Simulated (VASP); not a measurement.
The system is HfO2.

```xyz
6
Lattice="3.5580 0.0000 0.0000 0.0000 3.5580 0.0000 0.0000 0.0000 5.1719" Properties=species:S:1:pos:R:3 pbc="T T T"
Hf    1.7790    1.7790    2.5859
Hf    0.0000    0.0000    0.0000
O     0.0000    1.7790    3.6059
O     1.7790    0.0000    4.1519
O     1.7790    0.0000    1.5660
O     0.0000    1.7790    1.0199
```

Measurements of this composition are mostly on another form, of space group No. 14.

* Program: VASP 6.6.1
* Task: relaxation of cell and atoms
* Functional: LDA
* Potentials or basis: VASP PAW LDA potentials, release 64 (Hf_pv, O)
* Cutoff: 600 eV
* k mesh: 6 × 6 × 6
* Occupations: gaussian, width 0.02 eV
* Spin: no spin polarisation

At the start: pressure -7.7 GPa; volume 10.91 Å³/atom.

Problem. Where does the relaxation end?

Solution. Over 11 steps the energy falls by 10.7 meV/atom and the volume is 10.49 Å³/atom (-3.8 %); space group P4_2/nmc (No. 137, to 0.05 Å).

Step by step:
| step | energy change (eV) | largest force (eV/Å) | pressure (GPa) | volume (Å³) |
| --- | --- | --- | --- | --- |
| 1 | 0.0000 | 0.0002 | -7.71 | 65.47 |
| 2 | 0.0820 | 0.4872 | 14.66 | 60.62 |
| 3 | -0.0470 | 0.1731 | -0.10 | 63.59 |
| 4 | -0.0471 | 0.1767 | 0.06 | 63.56 |
| 5 | -0.0527 | 0.1525 | 0.07 | 63.43 |
| 6 | -0.0593 | 0.0931 | 0.23 | 63.08 |
| 7 | -0.0630 | 0.0383 | -0.17 | 63.08 |
| 8 | -0.0639 | 0.0000 | -0.44 | 63.08 |
| 9 | -0.0639 | 0.0080 | 0.41 | 62.88 |
| 10 | -0.0641 | 0.0042 | 0.00 | 62.97 |
| 11 | -0.0641 | 0.0045 | 0.02 | 62.97 |

Final structure:
```
Hf O
1.0
     3.52364    0.00000    0.00000
     0.00000    3.52364    0.00000
     0.00000    0.00000    5.07133
Hf O
2 4
Direct
  0.50000 0.50000 0.50000
  0.00000 0.00000 0.00000
  0.00000 0.50000 0.70593
  0.50000 0.00000 0.79407
  0.50000 0.00000 0.29407
  0.00000 0.50000 0.20593
```
